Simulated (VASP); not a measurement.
**BaS: single point with PBE+D4**

**The experiment to reproduce.**

A printed reference work, monograph, original work of 1988 reports, for a bulk crystal of BaS at 2 K: band gap 3.806 eV (indirect).

The system is BaS.

```
Ba S
1.0
     0.00000    3.13961    3.13961
     3.13961    0.00000    3.13961
     3.13961    3.13961    0.00000
Ba S
1 1
Direct
  0.00000 0.00000 0.00000
  0.50000 0.50000 0.50000
```

| Quantity | Value |
| --- | --- |
| Program | VASP 6.6.1 |
| Task | single point |
| Functional | PBE |
| Dispersion | D4 |
| Potentials or basis | VASP PAW PBE potentials, release 64 (Ba_sv, S) |
| Cutoff | 500 eV |
| k mesh | 6 × 6 × 6 |
| Occupations | gaussian, width 0.01 eV |
| Spin | no spin polarisation |

```
Pressure                   : 2.8 GPa
Band gap on the k mesh     : 2.01 eV, indirect (least direct gap 2.12 eV)
Dispersion energy per atom : -0.247 eV
```

Levels at points of the mesh, in eV from the valence-band top:
```
           k point  band 4  band 5  band 6  band 7  band 8  band 9  band 10  band 11  band 12  band 13
(0.00, 0.00, 0.00)  -10.97  -10.44    0.00    0.00    0.00    3.86     3.87     3.87     3.87     4.85
(0.50, 0.00, 0.00)  -11.01   -8.95   -2.05   -1.19   -1.19    5.72     5.85     6.50     6.50     9.12
(0.50, 0.50, 0.00)  -11.20  -10.36   -0.46   -0.11   -0.11    2.01     6.06     6.35     7.77     7.77
```

Run time: 23 s on 1 thread of Intel Xeon 8259CL, on a shared host, peak memory 0.18 GiB.

Against the measured gap of BaS, 3.806 eV (indirect; 2 K; a printed reference work, monograph, original work of 1988), the calculated 2.01 eV is off by -1.79 eV. Spin-orbit coupling on Ba is left out. The value is that of PBE+D4 on a finite k mesh, which can miss the band edges, without temperature or zero-point motion. Semilocal functionals fall short of measured gaps as a rule.

Caveat: spin-orbit coupling is left out, which moves the levels of the heavy elements.
